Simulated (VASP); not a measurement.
# CdGeAs2 (I-42d) in VASP: notebook, part 2 of 2

VASP 6.6.1.

## (4) Band structure, r2SCAN

INCAR

```
  PREC = Accurate
  ENCUT = 520
  EDIFF = 1E-6
  ISMEAR = 0
  SIGMA = 0.02
  LREAL = F
  LASPH = T
  NELM = 60
  ALGO = Normal
  ISIF = 2
  LWAVE = F
  LCHARG = F
  METAGGA = R2SCAN
  LMIXTAU = T
  NBANDS = 46
  KPAR = 2
```

KPOINTS

```
regular mesh
0
Gamma
  6 6 6
```

POSCAR

```
CdGeAs2
1.0
   -2.9888745628      2.9888745628      5.6642966801
    2.9888745628     -2.9888745628      5.6642966801
    2.9888745628      2.9888745628     -5.6642966801
Cd As Ge
2 4 2
Direct
    0.5000000000      0.5000000000      0.0000000000
    0.2500000000      0.7500000000      0.5000000000
    0.0962175700      0.1250000000      0.4712175700
    0.3750000000      0.9037824300      0.0287824300
    0.6537824300      0.6250000000      0.5287824300
    0.8750000000      0.3462175700      0.9712175700
    0.7500000000      0.2500000000      0.5000000000
    0.0000000000      0.0000000000      0.0000000000
```

KPOINTS_OPT

```
path GXYSGZS1NPY1Z,XP
15
line-mode
reciprocal
 0.0000000000  0.0000000000  0.0000000000  G
 0.0000000000  0.0000000000  0.5000000000  X

 0.0000000000  0.0000000000  0.5000000000  X
-0.1392173611  0.1392173611  0.5000000000  Y

-0.1392173611  0.1392173611  0.5000000000  Y
-0.3196086806  0.3196086806  0.3196086806  S

-0.3196086806  0.3196086806  0.3196086806  S
 0.0000000000  0.0000000000  0.0000000000  G

 0.0000000000  0.0000000000  0.0000000000  G
 0.5000000000  0.5000000000 -0.5000000000  Z

 0.5000000000  0.5000000000 -0.5000000000  Z
 0.3196086806  0.6803913194 -0.3196086806  S1

 0.3196086806  0.6803913194 -0.3196086806  S1
 0.0000000000  0.5000000000  0.0000000000  N

 0.0000000000  0.5000000000  0.0000000000  N
 0.2500000000  0.2500000000  0.2500000000  P

 0.2500000000  0.2500000000  0.2500000000  P
 0.5000000000  0.5000000000 -0.1392173611  Y1

 0.5000000000  0.5000000000 -0.1392173611  Y1
 0.5000000000  0.5000000000 -0.5000000000  Z

 0.0000000000  0.0000000000  0.5000000000  X
 0.2500000000  0.2500000000  0.2500000000  P
```

Started as:

```
$ cat potpaw_PBE.64/Cd/POTCAR potpaw_PBE.64/As/POTCAR potpaw_PBE.64/Ge_d/POTCAR > POTCAR
$ mpirun -np 2 vasp_std > vasp.out
```

Run time: 29 min. Hardware: 2 MPI ranks of Intel Xeon 6975P-C (Granite Rapids), shared host; peak memory 0.59 GiB.

The run converged. Its results:

| Item | Value |
| --- | --- |
| Free energy | -127.9588 eV |
| Pressure | 0.0 GPa |
| Band gap on the k mesh | 0.08 eV, direct |
| Band gap along the path | 0.08 eV, direct |

Forces in eV/Å, atoms in the order of the input:
```
Cd   0.000  0.000  0.000
Cd   0.000  0.000  0.000
As   0.000  0.002  0.000
As  -0.002  0.000  0.000
As   0.000 -0.002  0.000
As   0.002  0.000  0.000
Ge   0.000  0.000  0.000
Ge   0.000  0.000  0.000
```

Stress tensor (GPa, compression positive):
```
 0.08  0.00  0.00
 0.00  0.08  0.00
 0.00  0.00 -0.03
```

Levels at the corners of the path, in eV from the valence-band top:
```
point  band 34  band 35  band 36  band 37  band 38  band 39
    Γ    -0.22    -0.22     0.00     0.08     1.52     1.94
    X    -1.18    -0.67    -0.67     0.89     0.89     2.72
    X    -1.18    -0.67    -0.67     0.89     0.89     2.72
    Y    -1.27    -0.97    -0.97     1.27     1.27     3.16
    Y    -1.27    -0.97    -0.97     1.27     1.27     3.16
    S    -1.87    -1.10    -0.58     1.57     2.18     2.32
    S    -1.87    -1.10    -0.58     1.57     2.18     2.32
    Γ    -0.22    -0.22     0.00     0.08     1.52     1.94
    Γ    -0.22    -0.22     0.00     0.08     1.52     1.94
    Z    -1.98    -1.09    -1.09     1.57     1.57     1.84
    Z    -1.98    -1.09    -1.09     1.57     1.57     1.84
   S1    -1.87    -1.10    -0.58     1.57     2.18     2.32
   S1    -1.87    -1.10    -0.58     1.57     2.18     2.32
    N    -1.63    -1.34    -0.74     1.95     2.21     2.87
    N    -1.63    -1.34    -0.74     1.95     2.21     2.87
    P    -1.11    -1.06    -1.06     1.56     1.56     2.31
    P    -1.11    -1.06    -1.06     1.56     1.56     2.31
   Y1    -1.27    -0.97    -0.97     1.27     1.27     3.16
   Y1    -1.27    -0.97    -0.97     1.27     1.27     3.16
    Z    -1.98    -1.09    -1.09     1.57     1.57     1.84
    X    -1.18    -0.67    -0.67     0.89     0.89     2.72
    P    -1.11    -1.06    -1.06     1.56     1.56     2.31
```

Caveat: the PAW data sets were made with another functional, which shifts forces and pressure a little.

## (5) Band structure, TB-mBJ

POSCAR is that of step 4.

INCAR.step1

```
  PREC = Accurate
  ENCUT = 520
  EDIFF = 1E-5
  ISMEAR = 0
  SIGMA = 0.02
  LREAL = F
  LASPH = T
  NELM = 60
  ALGO = Normal
  ISIF = 2
  LWAVE = T
  LCHARG = F
  NBANDS = 46
  GGA = PE
  KPAR = 2
```

INCAR.step2

```
  PREC = Accurate
  ENCUT = 520
  EDIFF = 1E-6
  ISMEAR = 0
  SIGMA = 0.02
  LREAL = F
  LASPH = T
  NELM = 60
  ALGO = Normal
  ISIF = 2
  LWAVE = F
  LCHARG = F
  METAGGA = MBJ
  NBANDS = 46
  ISTART = 1
  KPAR = 2
```

KPOINTS is that of step 4.

KPOINTS_OPT is that of step 4.

Started as:

```
$ cat potpaw_PBE.64/Cd/POTCAR potpaw_PBE.64/As/POTCAR potpaw_PBE.64/Ge_d/POTCAR > POTCAR
$ cp INCAR.step1 INCAR
$ mpirun -np 2 vasp_std > vasp.out
$ cp INCAR.step2 INCAR
$ mpirun -np 2 vasp_std > vasp.out
```

It took 13 min on 2 MPI ranks of Intel Xeon 6975P-C (Granite Rapids), shared host; peak memory 0.59 GiB.

The run converged. Its results:

- Band gap on the k mesh: 0.54 eV, direct
- Band gap along the path: 0.54 eV, direct

Levels at the corners of the path, in eV from the valence-band top:
```tsv
point	band 32	band 33	band 34	band 35	band 36	band 37	band 38	band 39	band 40	band 41
Γ	-2.03	-2.03	-0.20	-0.20	0.00	0.54	1.90	2.21	3.24	3.25
X	-1.79	-1.05	-1.05	-0.58	-0.58	1.21	1.21	2.97	2.97	4.15
X	-1.79	-1.05	-1.05	-0.58	-0.58	1.21	1.21	2.97	2.97	4.15
Y	-2.07	-1.13	-1.13	-0.83	-0.83	1.54	1.54	3.37	3.37	3.77
Y	-2.07	-1.13	-1.13	-0.83	-0.83	1.54	1.54	3.37	3.37	3.77
S	-2.53	-1.97	-1.65	-0.97	-0.48	1.81	2.38	2.58	3.19	4.13
S	-2.53	-1.97	-1.65	-0.97	-0.48	1.81	2.38	2.58	3.19	4.13
Γ	-2.03	-2.03	-0.20	-0.20	0.00	0.54	1.90	2.21	3.24	3.25
Γ	-2.03	-2.03	-0.20	-0.20	0.00	0.54	1.90	2.21	3.24	3.25
Z	-2.14	-1.79	-1.79	-0.95	-0.95	1.82	1.82	2.17	2.17	3.18
Z	-2.14	-1.79	-1.79	-0.95	-0.95	1.82	1.82	2.17	2.17	3.18
S1	-2.53	-1.97	-1.65	-0.97	-0.48	1.81	2.38	2.58	3.19	4.13
S1	-2.53	-1.97	-1.65	-0.97	-0.48	1.81	2.38	2.58	3.19	4.13
N	-2.54	-1.99	-1.46	-1.18	-0.61	2.11	2.41	3.06	3.93	4.29
N	-2.54	-1.99	-1.46	-1.18	-0.61	2.11	2.41	3.06	3.93	4.29
P	-2.11	-0.98	-0.98	-0.92	-0.92	1.77	1.77	2.61	2.61	4.19
P	-2.11	-0.98	-0.98	-0.92	-0.92	1.77	1.77	2.61	2.61	4.19
Y1	-2.07	-1.13	-1.13	-0.83	-0.83	1.54	1.54	3.36	3.37	3.77
Y1	-2.07	-1.13	-1.13	-0.83	-0.83	1.54	1.54	3.36	3.37	3.77
Z	-2.14	-1.79	-1.79	-0.95	-0.95	1.82	1.82	2.17	2.17	3.18
X	-1.79	-1.05	-1.05	-0.58	-0.58	1.21	1.21	2.97	2.97	4.15
P	-2.11	-0.98	-0.98	-0.92	-0.92	1.77	1.77	2.61	2.61	4.19
```

Caveat: the PAW data sets were made with another functional, which shifts forces and pressure a little.

## (6) The reference run

An earlier run on the cell as given: functional PBEsol; potentials or basis VASP PAW PBE potentials, release 64 (Cd, As, Ge_d); cutoff 520 eV; k mesh 6 × 6 × 6; occupations fermi-dirac, width 0.05 eV; no spin polarisation.

- Pressure: -0.5 GPa
- Largest force: 0.170 eV/Å
- Band gap on the k mesh: 0.19 eV, indirect (least direct gap 0.21 eV)

## (7) The runs side by side

```csv
task,level,smearing,ladder,gap on the mesh (eV),pressure (GPa),largest force (eV/Å)
band structure,PBE,gaussian 0.02 eV,gaps,0.19,2.4,0.13
band structure,PBEsol,gaussian 0.02 eV,gaps,0.19,-0.5,0.17
band structure,r2SCAN,gaussian 0.02 eV,gaps,0.08,0.0,-
band structure,TB-mBJ,gaussian 0.02 eV,gaps,0.54,-,-
single point,PBEsol,fermi-dirac 0.05 eV,free,0.19,-0.5,0.17
```

Alike in all rows: potentials or basis VASP PAW PBE potentials, release 64 (Cd, As, Ge_d); no spin polarisation; cell as given; k mesh 6 × 6 × 6; cutoff (eV) 520.

On the cell as given the gap runs from 0.02 eV (PBE) to 0.54 eV (TB-mBJ). The pressure there spans -0.5 GPa (PBEsol) to 2.4 GPa (PBE); a positive pressure means that this level wants a larger cell, a negative one a smaller.

Caveats: the PAW data sets were made with another functional, which shifts forces and pressure a little (some runs); the mesh misses the band edges, which the band path finds closer together (some runs).

Absolute energies hang on the potentials; compare differences alone.

## (8) Comparison with measurements

Step 2. A measured direct gap of CdGeAs2 is 0.57 eV (direct; 300 K; a printed reference work, data compilation, original work of 1975); the calculated 0.12 eV misses it by -0.45 eV. Spin-orbit coupling on As, Cd, Ge is left out. The value is that of PBE, without temperature or zero-point motion. Semilocal functionals fall short of measured gaps as a rule. The cell is a database's relaxed one, not the measured one, which moves gaps too.

Step 3. A measured direct gap of CdGeAs2 is 0.57 eV (direct; 300 K; a printed reference work, data compilation, original work of 1975); the calculated 0.09 eV misses it by -0.48 eV. Spin-orbit coupling on As, Cd, Ge is left out. The value is that of PBEsol, without temperature or zero-point motion. Semilocal functionals fall short of measured gaps as a rule. The cell is a database's relaxed one, not the measured one, which moves gaps too.

Step 4. Measured gap of CdGeAs2: 0.57 eV (direct; 300 K; a printed reference work, data compilation, original work of 1975). This calculation gives 0.08 eV (-0.49 eV). Spin-orbit coupling on As, Cd, Ge is left out. The value is that of r2SCAN, without temperature or zero-point motion. The cell is a database's relaxed one, not the measured one, which moves gaps too.

Step 5. Against the measured gap of CdGeAs2, 0.57 eV (direct; 300 K; a printed reference work, data compilation, original work of 1975), the calculated 0.54 eV is off by -0.03 eV. Spin-orbit coupling on As, Cd, Ge is left out. The value is that of TB-mBJ, without temperature or zero-point motion. The cell is a database's relaxed one, not the measured one, which moves gaps too.
